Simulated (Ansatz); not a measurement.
Step by step: Si, relaxation of cell and atoms

Method: Ansatz 0.2.0, DFT, PBE, PAW with Ansatz's default frozen-core files, scalar-relativistic.

Command: `ansatz run input.yaml --threads 1 --pin off --max-ram 2048MiB --backend cpu --events-out ev --progress --plain --runs-dir out` The run took about 7.3 s on 1 thread of a shared machine.

```yaml
crystal:
  lattice:
    - [2.391212326, 0.0, 0.0]
    - [0.0, 2.391212326, 0.0]
    - [0.0, 0.0, 2.391212326]
  atoms:
    - { symbol: Si, position: [0.0, 0.0, 0.0] }
kpoints:
  mp_grid: { grid: [14, 14, 14] }
scf:
  occupations: { method: fermi_dirac, width: 0.03 }
hamiltonian:
  xc: pbe
  pseudopotentials: { kind: paw }
output:
  forces: true
  stress: true
relax:
  f_tol: 0.005
  max_steps: 80
  cell: {}
```

The cell is built from the sc type as a first guess.

The cutoff is 420 eV; energies and pressures of the walk include the program's estimate of the Pulay term.

Each frame lists the cell vectors (Å), then Cartesian positions (Å); symmetry keeps all forces zero. Free energies count from the first step, -635.2902 eV.

The walk took 7 evaluations in all; steps that aren't listed are left out.

Step 1: E = 0.0 meV, P = 25.65 GPa

```
cell 2.3912 0.0000 0.0000 0.0000 2.3912 0.0000 0.0000 0.0000 2.3912
Si    0.0000    0.0000    0.0000
```

Step 2: E = -153.9 meV, P = 7.60 GPa

```
cell 2.4786 0.0000 0.0000 0.0000 2.4786 0.0000 0.0000 0.0000 2.4786
Si    0.0000    0.0000    0.0000
```

Step 3: E = -175.0 meV, P = 1.56 GPa

```
cell 2.5195 0.0000 0.0000 0.0000 2.5195 0.0000 0.0000 0.0000 2.5195
Si    0.0000    0.0000    0.0000
```

(1) How does the relaxation end?

Results:

(1) It converges, with a = 2.532 Å, b = 2.532 Å, c = 2.532 Å, α = 90.00°, β = 90.00°, γ = 90.00° (conventional cell, space group Pm-3m). The last solve (on a basis chosen afresh for the final cell, so its energy is not quite comparable) gives E = -177.2 meV, P = 0.00 GPa:
```
cell 2.5324 0.0000 0.0000 0.0000 2.5324 0.0000 0.0000 0.0000 2.5324
Si    0.0000    0.0000    0.0000
```
